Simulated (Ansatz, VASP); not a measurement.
# SrO: VASP beside Ansatz

```xyz
4
Lattice="3.5156 0.0000 0.0000 -1.7578 3.0446 0.0000 0.0000 0.0000 6.1790" Properties=species:S:1:pos:R:3 pbc="T T T"
Sr    0.0000    0.0000    0.0000
Sr    0.0000    0.0000    3.0895
O     0.0000    2.0298    1.5447
O     1.7578    1.0149    4.6342
```

Alike in both runs: task single point; functional PBE; k mesh 6 × 6 × 4; no spin polarisation.

|  | VASP | Ansatz |
| --- | --- | --- |
| version | VASP 6.6.1 | Ansatz 0.2.0 |
| potentials or method | VASP PAW PBE potentials, release 64 (Sr_sv, O) | plane waves, PAW |
| plane-wave cutoff (eV) | 520 | 420 |
| occupations | gaussian, width 0.01 eV | fixed |
| valence electrons in the cell | 32 | 32 |

```csv
,VASP,Ansatz,Ansatz less VASP
gap on the k mesh at the Fermi level (eV),3.48,3.50,+0.023
pressure (GPa),6.5,5.8,-0.73
largest component of the traceless stress (GPa),0.58,0.45,-0.136
```

A k mesh can miss the band edges. PBE gaps usually lie below the measured ones, often by a third to a half.
